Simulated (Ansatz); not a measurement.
Runs of Ansatz 0.2.0 on Bi. Symmetry: Im-3m, No. 229, cubic system. Conventional cell: a = 3.963 Å, b = 3.963 Å, c = 3.963 Å, α = 90.00°, β = 90.00°, γ = 90.00°. Bi (site symmetry m-3m) is surrounded by 8 Bi at 3.43 Å. This isn't the form of Bi at room conditions, which is rhombohedral.

```csv
task,level,potentials or basis,spin,fixed moment (μB),cell,k mesh,cutoff (eV),smearing,sphere radius (all atoms),other functionals evaluated on the density,basis error allowed,other keys,mesh quality,gap on the mesh (eV),pressure (GPa),moment (μB)
single point,PBE,"all-electron LAPW, scalar-relativistic",off,-,as given,9 × 9 × 9,159,fermi-dirac 0.05 eV,-,-,0.001 eV/atom,-,not flagged,none,0.9,-
single point,rPW86-PBE+D3(BJ),"all-electron LAPW, point nuclei","non-collinear, ferromagnetic start",-,as given,7 × 7 × 7,187,fermi-dirac 0.15 eV,1.664 Å,-,0.0005 eV/atom,hamiltonian.pseudopotentials.lapw.muffin_tin_radii = 1.664,coarse,none,2.6,0.00
atomic charges,PBE,"all-electron LAPW, relativistic spinors","non-collinear, ferromagnetic start, SOC",-,as given,7 × 7 × 7,159,cold 0.025 eV,-,-,0.001 eV/atom,-,coarse,none,(a),0.00
single point,PBE,"all-electron LAPW, scalar-relativistic",off,-,cell strained at random at fixed volume,9 × 9 × 9,162,fermi-dirac 0.05 eV,-,-,0.001 eV/atom,-,not flagged,none,0.9,-
density of states,revPBE,"all-electron LAPW, scalar-relativistic","collinear, random start",1.0,as given,9 × 9 × 9,159,cold 0.01 eV,-,-,0.001 eV/atom,-,not flagged,-,(b),-
single point,PBE,"all-electron LAPW, scalar-relativistic",off,-,as given,5 × 5 × 5,146,fermi-dirac 0.02 eV,-,-,0.002 eV/atom,-,coarse,none,1.3,-
single point,PBE,"all-electron LAPW, inner shells corrected to Dirac's equation","collinear, ferromagnetic start",-,as given,9 × 9 × 9,210,gaussian 0.01 eV,1.544 Å,"BLYP, revPBE, RPBE",0.001 eV/atom,hamiltonian.pseudopotentials.lapw.muffin_tin_radii = 1.544,not flagged,none,0.9,0.01
```

Problem. Fill in the values left out.

Solution. (a) 2.5; (b) 6.0.

Caveats: some runs use coarse meshes; spin-orbit coupling is left out, which moves the levels of the heavy elements (some runs); the starting moments weren't kept (some runs); the k mesh is thin for a metal, which can move the energy by tens of meV per atom (some runs); pairwise dispersion overbinds metals, which lowers pressure and volume (some runs); the total moment is fixed, so each spin has its own Fermi level (some runs).

A k mesh can miss the band edges, and rows without SOC leave out spin-orbit coupling on Bi.

A gap of «none» marks a metal or a gap under the smearing width.
